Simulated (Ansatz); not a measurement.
Input file of a DFT run on Zr with Ansatz:

```yaml
crystal:
  lattice:
    - [0.0, 2.2651553026, 2.2651553026]
    - [2.2651553026, 0.0, 2.2651553026]
    - [2.2651553026, 2.2651553026, 0.0]
  atoms:
    - { symbol: Zr, position: [0.0, 0.0, 0.0] }
basis:
  ecutwfc: 420
  ecutrho_ratio: 4
kpoints:
  mp_grid: { grid: [16, 16, 16] }
hamiltonian:
  xc: pbe
scf:
  occupations: { method: gaussian, width: 0.05 }
output:
  forces: true
  stress: true
  eigenvalues: true
```

At room temperature and ambient pressure Zr is hcp.

What the program printed, in part:

```
Pseudopotentials: kind: paw
Pseudopotential: Zr, paw, valence charge 12, recommended cutoff 420 eV (normal), Zr.paw.azcp
Crystal: 1 atoms, lattice volume = 23.245 Å³
Basis set: ecut = 420 eV, 459 PW (Γ), exchange–correlation on 48×48×48 points (8 copies of the dense FFT grid, shifted against one another)
Bands: 10, of which v1, the nominal top of the filled ones, is band 6 counted from 1 (5 counted from 0)
Symmetry: 48 space group operations
Space group: Fm-3m (ITA 225), of the structure as read, at distance tolerance 2.9e-5 Å
k-points: 145 of 4096
Initial density: superposition of atomic densities (neutral atoms: chi_scale 0, normalization atom), corrected by the library's trained network
Initial wavefunctions: pseudopotential atomic-orbital guess
Functional: x = pbe(κ = 0.804, μ = 0.21951), c = pbe(β = 0.06672)
```

SCF trace (energy estimate counted from the last row):
| iteration | ΔE (eV) | density residual (eV) |
| --- | --- | --- |
| 1 | -1.1e-04 | 5.81e-4 |
| 2 | 9.4e-05 | 2.39e-4 |
| 3 | -1.0e-06 | 5.79e-6 |
| 4 | 0.000 | 1.08e-6 |
| 5 | 0.000 | 6.13e-8 |
| 6 | 0.000 | 5.99e-9 |

```
SCF 1 converged in 6 iterations: F = -4183.795571 eV  dr2 = 5.99e-9
SCF converged after 6 iterations
Free energy (F): -4183.795571 eV
E sigma→0 (E₀):  -4183.793876 eV
Entropy (-TS):   -0.003389 eV (-3.389 meV/atom)
Fermi energy:    13.929244 eV
--- Forces (eV/Å), atoms counted from 1 ---
  atom   1  Zr     0.00000000     0.00000000     0.00000000
--- Stress (GPa, compression-positive) ---
       -0.268488       0.000000       0.000000
        0.000000      -0.268488       0.000000
        0.000000       0.000000      -0.268488
  P = ⅓ Tr σ = -0.2685 GPa (-2.685 kbar)
--- Band table (eV; the first three rows and the last of 145) ---
  k-point 0: bands = ["-34.7621", "-12.2831", "-12.2831", "-12.2831", "8.3777", "14.9040", "14.9040", "14.9040", "17.3200", "17.3200"]
  k-point 1: bands = ["-34.7568", "-12.3223", "-12.2880", "-12.2880", "8.5040", "14.7867", "14.9635", "14.9635", "17.2600", "17.2600"]
  k-point 2: bands = ["-34.7417", "-12.4329", "-12.3017", "-12.3017", "8.8660", "14.4935", "15.1119", "15.1119", "17.1348", "17.1348"]
  k-point 144: bands = ["-34.5738", "-12.9118", "-12.9118", "-12.6416", "12.1927", "13.5346", "13.5346", "16.3349", "19.6173", "22.9625"]
```

In short (PBE): pressure -0.3 GPa, gap on the mesh zero (metallic).

Absolute energies hang on the potentials; compare differences alone.
